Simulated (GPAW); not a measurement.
CsSnI3 in GPAW: the effect of functional

Crystal: CsSnI3.

```xyz
5
Lattice="6.2057 0.0000 0.0000 0.0000 6.2057 0.0000 0.0000 0.0000 6.2057" Properties=species:S:1:pos:R:3 pbc="T T T"
Cs    0.0000    0.0000    0.0000
I     3.1029    3.1029    0.0000
I     3.1029    0.0000    3.1029
I     0.0000    3.1029    3.1029
Sn    3.1029    3.1029    3.1029
```

Alike in all runs:

```yaml
Program: GPAW 26.7.0
Task: dielectric tensor
Cutoff: 400 eV
Basis: pw
k_mesh: 4 × 4 × 4
Occupations: fermi-dirac, width 0.001 eV
Spin: no spin polarisation
```

| functional | potentials or basis | dielectric constant (mean) |
| --- | --- | --- |
| LDA | the program's PAW data sets (release 1.2.1) made for this functional | 7.59 |
| AM05 | PAW data sets generated in the run's folder for this functional | 7.39 |
| PBEsol | PAW data sets generated in the run's folder for this functional | 7.54 |
| RPBE | the program's PAW data sets (release 1.2.1) made for this functional | 7.12 |
| GLLB-SC | the program's PAW data sets (release 1.2.1) made for this functional | ? |

**Question.** What does the run with functional GLLB-SC give?

**Answer.** Dielectric constant 6.37 mean.

Caveats: the long-wavelength limit can be off by a per cent or two; the cell was measured hot, at 500 K; a model potential gives levels but no total energy (some runs); response on these states lacks terms of the Hamiltonian (some runs).

Runs at the PBE level aren't shown here.
